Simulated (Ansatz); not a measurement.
# GaP: how the free axis answers a strain

GaP, F-43m, a = 5.505 Å. Ansatz: PBE, PAW, 420 eV, Γ-centred 8×8×6 mesh on 4 atoms, Gaussian smearing 0.02 eV; no spin polarisation. Series: biaxial strain in the a-b plane, c and atoms relaxed; x is the strain in per cent. The axes a, b, c are those of the computed cell (3.893, 3.893, 5.505 Å), along [1 1 0], [-1 1 0], [0 0 1] of the cell named above. y is the change of c in per cent of 5.505 Å.

```
x (%) y (%)
 -4.5   3.73
 -3.0   2.50
 -1.5   1.27
  0.0   0.00
  1.5  -1.24
  3.0      ?
  4.5  -3.84
```

Problem. Fit y = c1 x + c2 x² to the other rows, say what c1 measures, and predict the missing y.

Solution. Least squares on the rows shown. y = −0.8407 x − 0.002590 x². With no stress along c, c1 = −2C12/C11 = -0.841. At x = 3.0 the fit asked for gives -2.55 %. The run gave -2.53 %, so the fit is 0.02 % too low, within twice the rms miss on the fitted rows (0.01 %).